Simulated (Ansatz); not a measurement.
# Nickel, hcp under revPBE: ground state and equation of state, part 2 of 2

The plan for nickel in the hcp structure: relax it, solve it on a dense k-mesh, then scale the cell to 7 volumes from 88 to 112 % of the relaxed one and try a fit of the equation of state. The start is antiferromagnetic (alternate layers). The k-meshes are 14×14×8 for the relaxation; 24×24×13 for the dense run; 16×16×9 for the volumes.

Ansatz 0.2.0; DFT, revPBE, plane waves (420 eV) with PAW, scalar-relativistic. The steps go on from the part before.

## Step 5: At 92 % of the relaxed volume

This is Ni in the hcp structure; at room conditions it is fcc.

File input.yaml:

```yaml
crystal:
  lattice:
    - [2.4378739642, 0.0, 0.0]
    - [-1.2189369821, 2.1112607842, 0.0]
    - [0.0, 0.0, 3.9924780509]
  atoms:
    - { symbol: Ni, position: [0.3333333333, 0.6666666667, 0.25], spin: 0.7 }
    - { symbol: Ni, position: [0.6666666667, 0.3333333333, 0.75], spin: 0.7 }
hamiltonian:
  xc: revpbe
  pseudopotentials:
    kind: paw
    azcp:
      Ni: "pseudopotentials/Ni.paw.azcp"
basis:
  ecutwfc: 420
  fft_grid_basis: typed
kpoints:
  mp_grid: { grid: [16, 16, 9], shift: [0, 0, 0] }
magnetization:
  spin_polarized: true
scf:
  occupations: { method: fermi_dirac, width: 0.05 }
  lower_state_search: "off"
output:
  stress: true
```

The program printed, shortened:

```text
Warning: RAYON_NUM_THREADS=2 ignored (pool sized by the plan → 2); use --threads N
[...]
Pseudopotentials: kind: paw
Pseudopotential: Ni, paw, valence charge 18, recommended cutoff 420 eV (normal), <dir>
Functional definition: revPBE
[...]
Crystal: 2 atoms, lattice volume = 20.549 Å³
Basis set: ecut = 420 eV, 391 PW (Γ)
Bands: 23, of which v1, the nominal top of the filled ones, is band 18 counted from 1 (17 counted from 0)
Symmetry: 24 space group operations
Space group: P63/mmc (ITA 194), of the structure as read, at distance tolerance 2.7e-5 Å
Magnetic group: BNS 194.263 (UNI 1493), of the structure as read, at distance tolerance 2.7e-5 Å
k-points: 150 of 2304
[...]
Starting moments: Σ|m| = 1.4 μB on 2 of 2 sites
[...]
SCF iter  15: F=-11686.457400 eV  HF=-11686.457400 eV  |F-HF|=7.57e-10  |Δ(HF+E_count)|=   4.98e-8  Δρ=6.90e-6 (↑5.86e-6 ↓6.90e-6)  dr2=8.15e-9  dr2_m=3.75e-9  M=1.223 μB ∫|m|=1.392 μB  ethr=5.60e-11  ⟨swp⟩=3.3  Hψ=19221  notcnv=0
[...]
SCF converged after 15 iterations
Magnetization: 1.2235 μB (18.6117 up, 17.3883 down)
Absolute magnetization: 1.3940 μB (∫|ρ↑−ρ↓|, with the PAW one-centre terms)
Spin contamination: 0.0120 ħ² per cell (⟨S²⟩ above its minimum at these occupations)
Per-site moments (μB) at R_I (Å): [(0.6483172992156079, 1.0056230102272905), (0.6483172992156078, 1.0056230102272905)]
Free energy (F): -11686.457400 eV
[...]
E sigma→0 (E₀):  -11686.439883 eV
Entropy (-TS):   -0.035032 eV (-17.516 meV/atom)
Fermi energy:    19.658292 eV
[...]
--- Stress (GPa, compression-positive) ---
       17.911658      -0.000000      -0.000000
        0.000000      17.911658      -0.000000
       -0.000000      -0.000000      19.030042
  P = ⅓ Tr σ = 18.2845 GPa (182.845 kbar)
```

Wall time 6.6 s (2 threads of an Arm CPU, shared host); peak memory 0.35 GiB.

## Step 6: At 96 % of the relaxed volume

input.yaml: that of step 5 with these lines changed.

```diff
@@ -2,5 +2,5 @@
   lattice:
-    - [2.4378739642, 0.0, 0.0]
-    - [-1.2189369821, 2.1112607842, 0.0]
-    - [0.0, 0.0, 3.9924780509]
+    - [2.472705441, 0.0, 0.0]
+    - [-1.2363527205, 2.141425728, 0.0]
+    - [0.0, 0.0, 4.0495211584]
   atoms:
@@ -26 +26,5 @@
   stress: true
+  write_density: true
+  write_potential: true
+  elf: true
+  volumetric_format: npy
```

The program printed, shortened:

```text
Warning: RAYON_NUM_THREADS=2 ignored (pool sized by the plan → 2); use --threads N
[...]
[... 3 set-up lines as earlier in the session ...]
[...]
Crystal: 2 atoms, lattice volume = 21.443 Å³
Basis set: ecut = 420 eV, 391 PW (Γ)
Bands: 23, of which v1, the nominal top of the filled ones, is band 18 counted from 1 (17 counted from 0)
[... 2 set-up lines as earlier in the session ...]
Magnetic group: BNS 194.263 (UNI 1493), of the structure as read, at distance tolerance 2.8e-5 Å
k-points: 150 of 2304
[...]
Starting moments: Σ|m| = 1.4 μB on 2 of 2 sites
[...]
SCF iter  16: F=-11686.529415 eV  HF=-11686.529415 eV  |F-HF|=5.82e-11  |Δ(HF+E_count)|=   1.37e-8  Δρ=2.08e-6 (↑3.71e-7 ↓2.08e-6)  dr2=3.03e-10  dr2_m=2.90e-10  M=1.275 μB ∫|m|=1.453 μB  ethr=2.78e-10  ⟨swp⟩=7.1  Hψ=38646  notcnv=0
[...]
SCF converged after 16 iterations
Magnetization: 1.2746 μB (18.6373 up, 17.3627 down)
Absolute magnetization: 1.4546 μB (∫|ρ↑−ρ↓|, with the PAW one-centre terms)
Spin contamination: 0.0136 ħ² per cell (⟨S²⟩ above its minimum at these occupations)
Per-site moments (μB) at R_I (Å): [(0.6757126868493925, 1.019990994416786), (0.6757126868493923, 1.019990994416786)]
Free energy (F): -11686.529415 eV
[...]
E sigma→0 (E₀):  -11686.510848 eV
Entropy (-TS):   -0.037134 eV (-18.567 meV/atom)
Fermi energy:    18.653595 eV
[...]
--- Stress (GPa, compression-positive) ---
        7.687309       0.000000      -0.000000
        0.000000       7.687309      -0.000000
       -0.000000      -0.000000       8.517235
  P = ⅓ Tr σ = 7.9640 GPa (79.640 kbar)
--- Band table (eV; the first three rows and the last of 300) ---
[... band rows left out ...]
[...]
```

Wall time 8.5 s (2 threads of an Arm CPU, shared host); peak memory 0.36 GiB.

## Step 7: At 100 % of the relaxed volume

input.yaml: that of step 6 with these lines changed.

```diff
@@ -2,5 +2,5 @@
   lattice:
-    - [2.472705441, 0.0, 0.0]
-    - [-1.2363527205, 2.141425728, 0.0]
-    - [0.0, 0.0, 4.0495211584]
+    - [2.506582328, 0.0, 0.0]
+    - [-1.253291164, 2.1707639727, 0.0]
+    - [0.0, 0.0, 4.1050009451]
   atoms:
```

The program printed, shortened:

```text
Warning: RAYON_NUM_THREADS=2 ignored (pool sized by the plan → 2); use --threads N
[...]
[... 3 set-up lines as earlier in the session ...]
[...]
Crystal: 2 atoms, lattice volume = 22.336 Å³
Basis set: ecut = 420 eV, 427 PW (Γ)
Bands: 23, of which v1, the nominal top of the filled ones, is band 18 counted from 1 (17 counted from 0)
[... 2 set-up lines as earlier in the session ...]
Magnetic group: BNS 194.263 (UNI 1493), of the structure as read, at distance tolerance 2.8e-5 Å
k-points: 150 of 2304
[...]
Starting moments: Σ|m| = 1.4 μB on 2 of 2 sites
[...]
SCF converged after 19 iterations
an eigenvalue changed by more than its tolerance at an iteration that met the thresholds in force, so the SCF went on 1 time: the last check found none over its tolerance
Magnetization: 1.3346 μB (18.6673 up, 17.3327 down)
Absolute magnetization: 1.5240 μB (∫|ρ↑−ρ↓|, with the PAW one-centre terms)
Spin contamination: 0.0155 ħ² per cell (⟨S²⟩ above its minimum at these occupations)
Per-site moments (μB) at R_I (Å): [(0.707536377476103, 1.0339652102940131), (0.7075363774761029, 1.0339652102940131)]
Free energy (F): -11686.550327 eV
[...]
E sigma→0 (E₀):  -11686.531065 eV
Entropy (-TS):   -0.038523 eV (-19.262 meV/atom)
Fermi energy:    17.731006 eV
[...]
--- Stress (GPa, compression-positive) ---
       -0.311932      -0.000000       0.000000
        0.000000      -0.311932       0.000000
        0.000000       0.000000       0.196189
  P = ⅓ Tr σ = -0.1426 GPa (-1.426 kbar)
--- Band table (eV; the first three rows and the last of 300) ---
[... band rows left out ...]
[...]
```

Run time: 11 s. Hardware: 2 threads of an Arm CPU, shared host; peak memory 0.37 GiB.

## Step 8: At 104 % of the relaxed volume

input.yaml: that of step 7 with these lines changed.

```diff
@@ -2,5 +2,5 @@
   lattice:
-    - [2.506582328, 0.0, 0.0]
-    - [-1.253291164, 2.1707639727, 0.0]
-    - [0.0, 0.0, 4.1050009451]
+    - [2.539567457, 0.0, 0.0]
+    - [-1.2697837285, 2.1993299324, 0.0]
+    - [0.0, 0.0, 4.1590203103]
   atoms:
```

The program printed, shortened:

```text
Warning: RAYON_NUM_THREADS=2 ignored (pool sized by the plan → 2); use --threads N
[...]
[... 3 set-up lines as earlier in the session ...]
[...]
Crystal: 2 atoms, lattice volume = 23.230 Å³
Basis set: ecut = 420 eV, 463 PW (Γ)
Bands: 23, of which v1, the nominal top of the filled ones, is band 18 counted from 1 (17 counted from 0)
[... 1 set-up line as earlier in the session ...]
Space group: P63/mmc (ITA 194), of the structure as read, at distance tolerance 2.9e-5 Å
Magnetic group: BNS 194.263 (UNI 1493), of the structure as read, at distance tolerance 2.9e-5 Å
k-points: 150 of 2304
[...]
Starting moments: Σ|m| = 1.4 μB on 2 of 2 sites
[...]
SCF iter  15: F=-11686.530954 eV  HF=-11686.530954 eV  |F-HF|=6.79e-9  |Δ(HF+E_count)|=   6.39e-8  Δρ=1.20e-5 (↑1.43e-6 ↓1.20e-5)  dr2=1.48e-8  dr2_m=7.39e-9  M=1.382 μB ∫|m|=1.580 μB  ethr=2.78e-10  ⟨swp⟩=8.9  Hψ=47108  notcnv=0
[...]
SCF converged after 15 iterations
Magnetization: 1.3821 μB (18.6911 up, 17.3089 down)
Absolute magnetization: 1.5814 μB (∫|ρ↑−ρ↓|, with the PAW one-centre terms)
Spin contamination: 0.0173 ħ² per cell (⟨S²⟩ above its minimum at these occupations)
Per-site moments (μB) at R_I (Å): [(0.733117232724567, 1.0475715760157758), (0.7331172327245671, 1.0475715760157758)]
Free energy (F): -11686.530954 eV
[...]
E sigma→0 (E₀):  -11686.511243 eV
Entropy (-TS):   -0.039422 eV (-19.711 meV/atom)
Fermi energy:    16.880109 eV
[...]
--- Stress (GPa, compression-positive) ---
       -6.651711       0.000000       0.000000
        0.000000      -6.651711      -0.000000
        0.000000      -0.000000      -6.377309
  P = ⅓ Tr σ = -6.5602 GPa (-65.602 kbar)
--- Band table (eV; the first three rows and the last of 300) ---
[... band rows left out ...]
[...]
```

It took 8.6 s on 2 threads of an Arm CPU, shared host; peak memory 0.37 GiB.

## Step 9: At 108 % of the relaxed volume

input.yaml: that of step 8 with these lines changed.

```diff
@@ -2,5 +2,5 @@
   lattice:
-    - [2.539567457, 0.0, 0.0]
-    - [-1.2697837285, 2.1993299324, 0.0]
-    - [0.0, 0.0, 4.1590203103]
+    - [2.5717172935, 0.0, 0.0]
+    - [-1.2858586468, 2.2271725075, 0.0]
+    - [0.0, 0.0, 4.2116717264]
   atoms:
```

The program printed, shortened:

```text
Warning: RAYON_NUM_THREADS=2 ignored (pool sized by the plan → 2); use --threads N
[...]
[... 3 set-up lines as earlier in the session ...]
[...]
Crystal: 2 atoms, lattice volume = 24.123 Å³
Basis set: ecut = 420 eV, 465 PW (Γ)
Bands: 23, of which v1, the nominal top of the filled ones, is band 18 counted from 1 (17 counted from 0)
[... 2 set-up lines as earlier in the session ...]
Magnetic group: BNS 194.263 (UNI 1493), of the structure as read, at distance tolerance 2.9e-5 Å
k-points: 150 of 2304
[...]
Starting moments: Σ|m| = 1.4 μB on 2 of 2 sites
[...]
SCF iter  15: F=-11686.479654 eV  HF=-11686.479654 eV  |F-HF|=4.07e-10  |Δ(HF+E_count)|=   7.87e-9  Δρ=4.57e-6 (↑9.24e-7 ↓4.57e-6)  dr2=1.13e-9  dr2_m=9.32e-10  M=1.414 μB ∫|m|=1.622 μB  ethr=1.05e-11  ⟨swp⟩=5.3  Hψ=38132  notcnv=0
[...]
SCF converged after 15 iterations
Magnetization: 1.4142 μB (18.7071 up, 17.2929 down)
Absolute magnetization: 1.6237 μB (∫|ρ↑−ρ↓|, with the PAW one-centre terms)
Spin contamination: 0.0191 ħ² per cell (⟨S²⟩ above its minimum at these occupations)
Per-site moments (μB) at R_I (Å): [(0.7509976605502154, 1.0608333835633295), (0.7509976605502151, 1.0608333835633295)]
Free energy (F): -11686.479654 eV
[...]
E sigma→0 (E₀):  -11686.459450 eV
Entropy (-TS):   -0.040409 eV (-20.205 meV/atom)
Fermi energy:    16.092421 eV
[...]
--- Stress (GPa, compression-positive) ---
      -11.689190       0.000000       0.000000
        0.000000     -11.689190       0.000000
        0.000000       0.000000     -11.545615
  P = ⅓ Tr σ = -11.6413 GPa (-116.413 kbar)
--- Band table (eV; the first three rows and the last of 300) ---
[... band rows left out ...]
[...]
```

Run time: 9.8 s. Hardware: 2 threads of an Arm CPU, shared host; peak memory 0.37 GiB.

## Step 10: At 112 % of the relaxed volume

input.yaml: that of step 9 with these lines changed.

```diff
@@ -2,5 +2,5 @@
   lattice:
-    - [2.5717172935, 0.0, 0.0]
-    - [-1.2858586468, 2.2271725075, 0.0]
-    - [0.0, 0.0, 4.2116717264]
+    - [2.6030827908, 0.0, 0.0]
+    - [-1.3015413954, 2.254335825, 0.0]
+    - [0.0, 0.0, 4.2630386391]
   atoms:
```

The program printed, shortened:

```text
Warning: RAYON_NUM_THREADS=2 ignored (pool sized by the plan → 2); use --threads N
[...]
[... 3 set-up lines as earlier in the session ...]
[...]
Crystal: 2 atoms, lattice volume = 25.016 Å³
Basis set: ecut = 420 eV, 525 PW (Γ)
Bands: 23, of which v1, the nominal top of the filled ones, is band 18 counted from 1 (17 counted from 0)
[... 2 set-up lines as earlier in the session ...]
Magnetic group: BNS 194.263 (UNI 1493), of the structure as read, at distance tolerance 2.9e-5 Å
k-points: 150 of 2304
[...]
Starting moments: Σ|m| = 1.4 μB on 2 of 2 sites
[...]
SCF iter  14: F=-11686.403129 eV  HF=-11686.403129 eV  |F-HF|=2.04e-9  |Δ(HF+E_count)|=  1.82e-10  Δρ=6.80e-6 (↑2.87e-6 ↓6.80e-6)  dr2=3.47e-9  dr2_m=3.38e-9  M=1.437 μB ∫|m|=1.655 μB  ethr=2.78e-10  ⟨swp⟩=8.2  Hψ=43468  notcnv=0
[...]
SCF converged after 14 iterations
Magnetization: 1.4372 μB (18.7186 up, 17.2814 down)
Absolute magnetization: 1.6565 μB (∫|ρ↑−ρ↓|, with the PAW one-centre terms)
Spin contamination: 0.0207 ħ² per cell (⟨S²⟩ above its minimum at these occupations)
Per-site moments (μB) at R_I (Å): [(0.7642062621048954, 1.0737716512081215), (0.7642062621048951, 1.0737716512081215)]
Free energy (F): -11686.403129 eV
[...]
E sigma→0 (E₀):  -11686.382331 eV
Entropy (-TS):   -0.041596 eV (-20.798 meV/atom)
Fermi energy:    15.361391 eV
[...]
--- Stress (GPa, compression-positive) ---
      -15.669740      -0.000000       0.000000
       -0.000000     -15.669740       0.000000
        0.000000       0.000000     -15.592961
  P = ⅓ Tr σ = -15.6441 GPa (-156.441 kbar)
--- Band table (eV; the first three rows and the last of 300) ---
[... band rows left out ...]
[...]
```

Run time: 8.9 s. Hardware: 2 threads of an Arm CPU, shared host; peak memory 0.38 GiB.

## Step 11: Energy and pressure against volume

The cell was scaled evenly, with its shape and the fractional positions fixed.

```tsv
V (Å³/atom)	E − E₀ (meV/atom)	P from the stress (GPa)	P from the fit (GPa)	largest moment (μB)
9.828	113.7	31.45	31.13	0.63
10.275	45.7	18.28	18.10	0.65
10.721	10.2	7.96	7.84	0.68
11.168	0.1	-0.14	-0.26	0.71
11.615	10.0	-6.56	-6.66	0.73
12.062	35.9	-11.64	-11.73	0.75
12.508	74.4	-15.64	-15.72	0.76
```

Fit (Birch-Murnaghan, third order): V₀ = 11.152 Å³/atom, B₀ = 181 GPa, B₀′ = 4.9, largest residual 0.08 meV/atom.

The fit is made to E(σ → 0), while the stress belongs to the free energy F; that is one source of the offset between the two pressures.

## Step 12: Results

This closing draws on all 2 parts.

| quantity | value |
| --- | --- |
| space group (spins left aside) | P6_3/mmc (No. 194) |
| conventional cell | a = 2.507 Å, c = 4.105 Å (c/a = 1.638) |
| volume | 11.168 Å³/atom |
| shortest distance | 2.507 Å |
| gap on the mesh | none (levels filled in part) |
| magnetic state | ferromagnetic, up to 0.70 μB per atom |
| relative to fcc, ferromagnetic | +27 meV/atom |
| V₀, B₀, B₀′ | 11.152 Å³/atom, 181 GPa, 4.9 |

**Reading.** The relaxation enlarged the cell by 2.1 % in volume. It lies 27 meV/atom above the element's reference form at the same level (fcc, ferromagnetic, from a run of its own). It ends ferromagnetic, with up to 0.70 μB per atom. That is not the order it started in. No gap shows: it is a metal or semimetal at this level. The fitted modulus is 181 GPa; letting shape and positions relax at each volume could only lower it. Relaxation kept the symmetry; phonons were not checked.
